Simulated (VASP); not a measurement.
# PbSe (Clausthalite) (Fm-3m) in VASP: further runs

Aim: see how the results for PbSe (Clausthalite) move with the level of theory and the settings. Levels: PBE, LDA. Tasks: single point, relaxation of cell and atoms.

All numbers are computed with VASP 6.6.1; they aren't measurements. Logs are shortened: lines on timing, memory, paths and dates and some standing lists are left out, and cuts for length are marked.

**Experimental background.**

A printed reference work, monograph reports, for a bulk crystal of PbSe at 4.2 K: band gap 0.15 eV (direct).

The results are compared with them further down.

### 1 The cell of the first run

The structure is cubic, space group Fm-3m (No. 225). The conventional cell has a = 6.121 Å, b = 6.121 Å, c = 6.121 Å, α = 90.00°, β = 90.00°, γ = 90.00°. Within 4.0 Å of Pb (site symmetry m-3m) lie 6 Se at 3.06 Å. Se (site symmetry m-3m) has 6 Pb at 3.06 Å within 4.0 Å.

### 2 Single point, PBE

INCAR

```
SYSTEM = PbSe
PREC = Accurate
ENCUT = 520
EDIFF = 1E-6
ISMEAR = 0
SIGMA = 0.028000000000000004
LREAL = .FALSE.
LASPH = .TRUE.
NELM = 100
ALGO = Normal
ISIF = 2
LWAVE = .FALSE.
LCHARG = .FALSE.
GGA = PE
NBANDS = 17
```

KPOINTS

```
Automatic mesh
0
G
  8 8 8
  0 0 0
```

POSCAR

```
PbSe
1.0
    0.0000000000      3.0606500000      3.0606500000
    3.0606500000      0.0000000000      3.0606500000
    3.0606500000      3.0606500000      0.0000000000
Pb Se
1 1
Direct
    0.0000000000      0.0000000000      0.0000000000
    0.5000000000      0.5000000000      0.5000000000
```

Potentials or basis: VASP PAW PBE potentials, release 64 (Pb_d, Se).

The run is started by

```bash
$ cat potpaw_PBE.64/Pb_d/POTCAR potpaw_PBE.64/Se/POTCAR > POTCAR
$ mpirun -np 1 vasp_std > vasp.out
```

OUTCAR:

```text
SYSTEM = PbSe
   PREC = Accurate
   ENCUT = 520
   EDIFF = 1E-6
   ISMEAR = 0
   LREAL = .FALSE.
   LASPH = .TRUE.
   NELM = 100
   ISIF = 2
   GGA = PE

 ion  position               nearest neighbor table
   1  0.000  0.000  0.000-   2 3.06   2 3.06   2 3.06   2 3.06   2 3.06   2 3.06
   2  0.500  0.500  0.500-   1 3.06   1 3.06   1 3.06   1 3.06   1 3.06   1 3.06

  LATTYP: Found a face centered cubic cell.
 ALAT       =     6.1213000000

  Lattice vectors:

 A1 = (   0.0000000000,   3.0606500000,   3.0606500000)
 A2 = (   3.0606500000,   0.0000000000,   3.0606500000)
 A3 = (   3.0606500000,   3.0606500000,   0.0000000000)

Analysis of symmetry for initial positions (statically):
=====================================================================
 Subroutine PRICEL returns:
 Original cell was already a primitive cell.

 Routine SETGRP: Setting up the symmetry group for a
 face centered cubic supercell.

 Subroutine GETGRP returns: Found 48 space group operations
 (whereof 48 operations were pure point group operations)
 out of a pool of 48 trial point group operations.

The static configuration has the point symmetry O_h .

Analysis of symmetry for dynamics (positions and initial velocities):
=====================================================================
 Subroutine PRICEL returns:
 Original cell was already a primitive cell.

 Routine SETGRP: Setting up the symmetry group for a
 face centered cubic supercell.

 Subroutine GETGRP returns: Found 48 space group operations
 (whereof 48 operations were pure point group operations)
 out of a pool of 48 trial point group operations.

The dynamic configuration has the point symmetry O_h .

 Subroutine INISYM returns: Found 48 space group operations
 (whereof 48 operations are pure point group operations),
 and found     1 'primitive' translations

----------------------------------------------------------------------------------------

                                     Primitive cell

  volume of cell :      57.3418

  direct lattice vectors                    reciprocal lattice vectors
     0.000000000  3.060650000  3.060650000    -0.163363991  0.163363991  0.163363991
     3.060650000  0.000000000  3.060650000     0.163363991 -0.163363991  0.163363991
     3.060650000  3.060650000  0.000000000     0.163363991  0.163363991 -0.163363991

  length of vectors
     4.328412740  4.328412740  4.328412740     0.282954733  0.282954733  0.282954733

  position of ions in fractional coordinates (direct lattice)
     0.000000000  0.000000000  0.000000000
[... 78 lines left out ...]
   EDIFF  = 0.1E-05   stopping-criterion for ELM
   LREAL  =      F    real-space projection
   EDIFFG = 0.1E-04   stopping-criterion for IOM
   NSW    =      0    number of steps for IOM
   IBRION =     -1    ionic relax: 0-MD 1-quasi-New 2-CG
   NFREE  =      0    steps in history (QN), initial steepest desc. (CG)
   ISIF   =      2    stress and relaxation
   ISYM   =      2    0-nonsym 1-usesym 2-fastsym
   POTIM  = 0.5000    time-step for ionic-motion
   TEBEG  =    0.0;   TEEND  =   0.0 temperature during run
   PSTRESS=    0.0 pullay stress
   NELECT =      20.0000    total number of electrons
   NUPDOWN=      -1.0000    fix difference up-down
   EMIN   =  10.00;   EMAX   =-10.00  energy-range for DOS
   EFERMI =   0.00;   METHOD = LEGACY
   ISMEAR =     0;   SIGMA  =   0.03  broadening in eV -4-tet -1-fermi 0-gaus
   EFERMI_NEDOS =   21; number of points for ismear=-14 and -15
   IALGO  =     38    algorithm
   IMIX   =      4    mixing-type and parameters
     AMIX     =   0.40;   BMIX     =  1.00
     AMIX_MAG =   1.60;   BMIX_MAG =  1.00
  volume/ion in A,a.u.               =      28.67       193.48
  Fermi-wavevector in a.u.,A,eV,Ry     =   1.152377  2.177676 18.068159  1.327972
  Thomas-Fermi vector in A             =   2.289028
   LORBIT       =      0    0 simple, 1 ext, 2 COOP (PROOUT), +10 PAW based schemes
   GGA     = PE    functional components
   LHFCALC =     F    Hartree Fock is set to
   AEXX    =    0.0000 exact exchange contribution
   IVDW    =     0    specifies the selected vdW correction
   LEPSILON=     F    determine dielectric tensor
   LRPA    =     F    only Hartree local field effects (RPA)
 non-spin polarized calculation
 Gauss-broadening in eV      SIGMA  =   0.03
  energy-cutoff  :      520.00
  volume of cell :       57.34
 maximum number of plane-waves:      1572
   NGX = 17   NGY = 17   NGZ = 17

 number of electron      20.0000000 magnetization

 Free energy of the ion-electron system (eV)
  ---------------------------------------------------
  ext. energy  EPLUGINS =         0.00000000
  ---------------------------------------------------
  free energy    TOTEN  =        -8.17833450 eV

  energy without entropy =       -8.17833450  energy(sigma->0) =       -8.17833450

 E-fermi :   5.2089     XC(G=0):  -9.5302

 val. band max:        5.0697046133   @ k =   0.5000   0.0000   0.0000
 cond. band min:       5.3611558138   @ k =   0.5000   0.0000   0.0000
 fundamental gap:      0.2914512005
 Fermi energy:         5.2088815620

 k-point     1 :       0.0000    0.0000    0.0000
  band No.  band energies     occupation
      1     -11.7675      2.00000
      2     -11.7675      2.00000
      3     -11.7675      2.00000
      4     -11.7635      2.00000
      5     -11.7635      2.00000
      6      -8.5252      2.00000
[... 457 lines left out ...]
      4     -11.7469      2.00000
      5     -11.7319      2.00000
      6      -7.2659      2.00000
[... 9 lines left out ...]
     16      15.9114      0.00000
     17      15.9961      0.00000

 [... further k-points ...]

------------------------ aborting loop because EDIFF is reached ----------------------------------------

  FORCE on cell =-STRESS in cart. coord.  units (eV):
  Direction    XX          YY          ZZ          XY          YZ          ZX
  --------------------------------------------------------------------------------------
  -------------------------------------------------------------------------------------
  Total        0.8595970      0.8595970      0.8595970     -0.0000000     -0.0000000     -0.0000000
  in kB       24.0178685     24.0178685     24.0178685     -0.0000000     -0.0000000     -0.0000000
  external PRESSURE =      24.0178685 kB  Pullay stress =       0.0000000 kB

 VOLUME and BASIS-vectors are now :
 -----------------------------------------------------------------------------
  energy-cutoff  :      520.00
  volume of cell :       57.34
      direct lattice vectors                 reciprocal lattice vectors
     0.000000000  3.060650000  3.060650000    -0.163363991  0.163363991  0.163363991
     3.060650000  0.000000000  3.060650000     0.163363991 -0.163363991  0.163363991
     3.060650000  3.060650000  0.000000000     0.163363991  0.163363991 -0.163363991

 POSITION                                       TOTAL-FORCE (eV/Angst)
 -----------------------------------------------------------------------------------
      0.00000      0.00000      0.00000         0.000000      0.000000      0.000000
      3.06065      3.06065      3.06065        -0.000000     -0.000000     -0.000000
 -----------------------------------------------------------------------------------
    total drift:                                0.000000     -0.000000     -0.000000

  FREE ENERGIE OF THE ION-ELECTRON SYSTEM (eV)
  ---------------------------------------------------
  free  energy   TOTEN  =        -8.1783345016 eV

  energy  without entropy=       -8.1783345016  energy(sigma->0) =       -8.17833450
```

It took 37 s on 1 thread of Intel Xeon 6975P-C, shared host; peak memory 0.19 GiB.

Results:

```yaml
Free_energy: -8.1783 eV
Pressure: 2.4 GPa
Band_gap_on_the_k_mesh: 0.29 eV, direct
```

Caveat: spin-orbit coupling is left out, which moves the levels of the heavy elements.

### 3 Single point, PBE

This run uses another cell than the first one, of 30.04 Å³/atom, 1.048 times its volume.

INCAR

```
PREC = Accurate
ENCUT = 520
EDIFF = 1E-6
ISMEAR = -1
SIGMA = 0.05
LREAL = F
LASPH = T
NELM = 60
ALGO = Normal
ISIF = 2
LWAVE = F
LCHARG = F
GGA = PE
NBANDS = 17
```

KPOINTS

```
regular mesh
0
Gamma
  8 8 8
```

POSCAR

```
PbSe
1.0
    0.0000000000      3.1087807773      3.1087807773
    3.1087807773      0.0000000000      3.1087807773
    3.1087807773      3.1087807773      0.0000000000
Pb Se
1 1
Direct
    0.0000000000      0.0000000000      0.0000000000
    0.5000000000      0.5000000000      0.5000000000
```

Potentials or basis: VASP PAW PBE potentials, release 64 (Pb_d, Se).

The run is started by

```bash
$ cat potpaw_PBE.64/Pb_d/POTCAR potpaw_PBE.64/Se/POTCAR > POTCAR
$ mpirun -np 1 vasp_std > vasp.out
```

OUTCAR:

```text
PREC = Accurate
   ENCUT = 520
   EDIFF = 1E-6
   ISMEAR = -1
   LREAL = F
   LASPH = T
   NELM = 60
   ISIF = 2
   GGA = PE

 ion  position               nearest neighbor table
   1  0.000  0.000  0.000-   2 3.11   2 3.11   2 3.11   2 3.11   2 3.11   2 3.11
   2  0.500  0.500  0.500-   1 3.11   1 3.11   1 3.11   1 3.11   1 3.11   1 3.11

  LATTYP: Found a face centered cubic cell.
 ALAT       =     6.2175615546

  Lattice vectors:

 A1 = (   0.0000000000,   3.1087807773,   3.1087807773)
 A2 = (   3.1087807773,   0.0000000000,   3.1087807773)
 A3 = (   3.1087807773,   3.1087807773,   0.0000000000)

Analysis of symmetry for initial positions (statically):
=====================================================================
 Subroutine PRICEL returns:
 Original cell was already a primitive cell.

 Routine SETGRP: Setting up the symmetry group for a
 face centered cubic supercell.

 Subroutine GETGRP returns: Found 48 space group operations
 (whereof 48 operations were pure point group operations)
 out of a pool of 48 trial point group operations.

The static configuration has the point symmetry O_h .

[... 158 lines left out ...]
  energy without entropy =       -8.19867281  energy(sigma->0) =       -8.19872520

 E-fermi :   4.6873     XC(G=0):  -9.3158

 val. band max:        4.4683296830   @ k =   0.5000   0.0000   0.0000
 cond. band min:       4.9060869332   @ k =   0.5000   0.0000   0.0000
 fundamental gap:      0.4377572502
 Fermi energy:         4.6872967812

 k-point     1 :       0.0000    0.0000    0.0000
  band No.  band energies     occupation
      1     -12.2651      2.00000
      2     -12.2651      2.00000
      3     -12.2651      2.00000
      4     -12.2589      2.00000
      5     -12.2589      2.00000
      6      -8.7065      2.00000
[... 457 lines left out ...]
      4     -12.2475      2.00000
      5     -12.2352      2.00000
      6      -7.5860      2.00000
[... 9 lines left out ...]
     16      15.3231      0.00000
     17      15.3563      0.00000

 [... further k-points ...]

------------------------ aborting loop because EDIFF is reached ----------------------------------------

  FORCE on cell =-STRESS in cart. coord.  units (eV):
  Direction    XX          YY          ZZ          XY          YZ          ZX
  --------------------------------------------------------------------------------------
  -------------------------------------------------------------------------------------
  Total       -0.0096231     -0.0096231     -0.0096231      0.0000000      0.0000000      0.0000000
  in kB       -0.2565805     -0.2565805     -0.2565805      0.0000000      0.0000000      0.0000000
  external PRESSURE =      -0.2565805 kB  Pullay stress =       0.0000000 kB

 VOLUME and BASIS-vectors are now :
 -----------------------------------------------------------------------------
  energy-cutoff  :      520.00
  volume of cell :       60.09
      direct lattice vectors                 reciprocal lattice vectors
     0.000000000  3.108780777  3.108780777    -0.160834757  0.160834757  0.160834757
     3.108780777  0.000000000  3.108780777     0.160834757 -0.160834757  0.160834757
     3.108780777  3.108780777  0.000000000     0.160834757  0.160834757 -0.160834757

 POSITION                                       TOTAL-FORCE (eV/Angst)
 -----------------------------------------------------------------------------------
      0.00000      0.00000      0.00000         0.000000      0.000000      0.000000
      3.10878      3.10878      3.10878        -0.000000      0.000000     -0.000000
 -----------------------------------------------------------------------------------
    total drift:                                0.000000      0.000000      0.000000

  FREE ENERGIE OF THE ION-ELECTRON SYSTEM (eV)
  ---------------------------------------------------
  free  energy   TOTEN  =        -8.1987775887 eV

  energy  without entropy=       -8.1986728081  energy(sigma->0) =       -8.19872520
```

stdout:

```text
POSCAR found type information on POSCAR PbSe
 POSCAR found :  2 types and       2 ions
 scaLAPACK will be used
 LDA part: xc-table for (Slater+PW92), standard interpolation
 POSCAR, INCAR and KPOINTS ok, starting setup
 FFT: planning ... GRIDC
 FFT: planning ... GRID_SOFT
 FFT: planning ... GRID
 WAVECAR not read
 entering main loop
```

Wall time 54 s (1 thread of Intel Xeon 6975P-C, shared host); peak memory 0.21 GiB.

What came out:

| Property | Result |
| --- | --- |
| Free energy | -8.1988 eV |
| Pressure | 0.0 GPa |
| Band gap on the k mesh | 0.44 eV, direct |

Caveat: spin-orbit coupling is left out, which moves the levels of the heavy elements.

### 4 Relaxation of cell and atoms, PBE

INCAR

```
SYSTEM = PbSe
PREC = Accurate
ENCUT = 600
EDIFF = 1E-6
ISMEAR = -1
SIGMA = 0.05
LREAL = .False.
LASPH = .True.
NELM = 100
ALGO = Normal
ISIF = 3
LWAVE = .False.
LCHARG = .False.
GGA = PE
IBRION = 2
NSW = 80
EDIFFG = -0.005
```

KPOINTS

```
Automatic mesh
0
Gamma
  8 8 8
  0 0 0
```

POSCAR

```
PbSe
1.0
    0.0000000000      3.0606500000      3.0606500000
    3.0606500000      0.0000000000      3.0606500000
    3.0606500000      3.0606500000      0.0000000000
Pb Se
1 1
Direct
    0.0000000000      0.0000000000      0.0000000000
    0.5000000000      0.5000000000      0.5000000000
```

The run is started by

```bash
$ cat potpaw_PBE.64/Pb_d/POTCAR potpaw_PBE.64/Se/POTCAR > POTCAR
$ mpirun -np 1 vasp_std > vasp.out
```

It took 2 min on 1 thread of Intel Xeon 6975P-C, shared host; peak memory 0.23 GiB.

The run converged. Its results:

```yaml
Free_energy: -8.1985 eV
Relaxed_volume: 30.05 Å³/atom
Relaxed_cell: a = 4.397 Å, b = 4.397 Å, c = 4.397 Å, α = 60.00°, β = 60.00°, γ = 60.00°
Space_group_after_relaxing_to_0.05_Å: Fm-3m (No. 225)
Energy_gained_by_relaxing: 10.0 meV/atom
Ionic_steps: 3
Pressure_after_relaxing: 0.0 GPa
Band_gap_on_the_k_mesh: 0.44 eV, direct
```

The path:
| step | energy change (eV) | largest force (eV/Å) | pressure (GPa) | volume (Å³) |
| --- | --- | --- | --- | --- |
| 1 | 0.0000 | 0.0000 | 2.43 | 57.34 |
| 2 | -0.0180 | 0.0000 | -0.69 | 61.02 |
| 3 | -0.0200 | 0.0000 | 0.02 | 60.09 |

Final structure:
```
Pb Se
1.0
     0.00000    3.10880    3.10880
     3.10880    0.00000    3.10880
     3.10880    3.10880    0.00000
Pb Se
1 1
Direct
  0.00000 0.00000 0.00000
  0.50000 0.50000 0.50000
```

Levels at points of the mesh, in eV from the valence-band top:
```
           k point  band 8  band 9  band 10  band 11  band 12  band 13
(0.00, 0.00, 0.00)   -1.64   -1.64    -1.64     4.64     4.64     4.64
(0.50, 0.00, 0.00)   -1.26   -1.26     0.00     0.44     1.83     1.83
(0.50, 0.50, 0.00)   -4.57   -2.91    -2.91     3.92     5.47     5.47
```

Caveat: spin-orbit coupling is left out, which moves the levels of the heavy elements.

### 5 Single point, LDA, non-collinear spin, zero start, spin-orbit coupling

INCAR

```
SYSTEM = PbSe
  PREC = Accurate
  ENCUT = 520
  EDIFF = 1E-6
  ISMEAR = -1
  SIGMA = 0.05
  LREAL = .FALSE.
  LASPH = .TRUE.
  NELM = 150
  ALGO = Normal
  ISIF = 2
  LWAVE = .FALSE.
  LCHARG = .FALSE.
  MAGMOM = 0 0 0 0 0 0
  LORBIT = 11
  LSORBIT = .TRUE.
  GGA_COMPAT = .FALSE.
  LORBMOM = .TRUE.
  NBANDS = 32
```

KPOINTS

```
regular mesh
0
G
  6 6 6
  0 0 0
```

POSCAR is that of step 4.

Potentials or basis: VASP PAW LDA potentials, release 64 (Pb_d, Se).

The run is started by

```bash
$ cat potpaw_LDA.64/Pb_d/POTCAR potpaw_LDA.64/Se/POTCAR > POTCAR
$ mpirun -np 1 vasp_ncl > vasp.out
```

Run time: 83 s. Hardware: 1 thread of Intel Xeon 6975P-C, shared host; peak memory 0.26 GiB.

The run converged. Its results:

- Free energy: -9.8939 eV
- Pressure: -2.5 GPa
- Net moment: 0.00 μB per cell
- Valence electrons inside the program's atomic spheres: Pb 11.88; Se 3.79

Moments on the atoms (μB; x, y, z):
```
Pb  0.00 0.00 0.00
Se  0.00 0.00 0.00
```

### 6 Summary

```csv
task,level,potentials or basis,spin,cell,k mesh,cutoff (eV),smearing,gap on the mesh (eV),pressure (GPa)
single point,PBE,"VASP PAW PBE potentials, release 64 (Pb_d, Se)",off,"a = 4.328 Å, angles 60.0°, 2 atoms",8 × 8 × 8,520,gaussian 0.028 eV,0.29,2.4
single point,PBE,"VASP PAW PBE potentials, release 64 (Pb_d, Se)",off,"a = 4.396 Å, angles 60.0°, 2 atoms",8 × 8 × 8,520,fermi-dirac 0.05 eV,0.44,0.0
relaxation of cell and atoms,PBE,"VASP PAW PBE potentials, release 64 (Pb_d, Se)",off,"relaxed from a = 4.328 Å, angles 60.0°, 2 atoms",8 × 8 × 8,600,fermi-dirac 0.05 eV,0.44,0.0
single point,LDA,"VASP PAW LDA potentials, release 64 (Pb_d, Se)","non-collinear, zero start, SOC","a = 4.328 Å, angles 60.0°, 2 atoms",6 × 6 × 6,520,fermi-dirac 0.05 eV,-,-2.5
```

Caveats: spin-orbit coupling is left out, which moves the levels of the heavy elements (some runs).

Total energies depend on the potentials used, so only differences within one code and one set of settings carry meaning.

### 7 How close it comes

Step 2. Measured gap of PbSe: 0.15 eV (direct; 4.2 K; a printed reference work, monograph). This calculation gives 0.29 eV (+0.14 eV). 2 values of this kind are on record (0.15 to 0.28 eV); this one was drawn at random. Spin-orbit coupling on Pb, Se is left out. The value is that of PBE on a finite k mesh, which can miss the band edges, without temperature or zero-point motion.

Step 3. A measured gap of PbSe is 0.15 eV (direct; 4.2 K; a printed reference work, monograph); the calculated 0.44 eV misses it by +0.29 eV. 2 values of this kind are on record (0.15 to 0.28 eV); this one was drawn at random. Spin-orbit coupling on Pb, Se is left out. The value is that of PBE on a finite k mesh, which can miss the band edges, without temperature or zero-point motion.

Step 4. The cell as given is a measured one (28.67 Å³/atom); PBE puts the equilibrium volume +4.8 % from it, thermal expansion not counted.
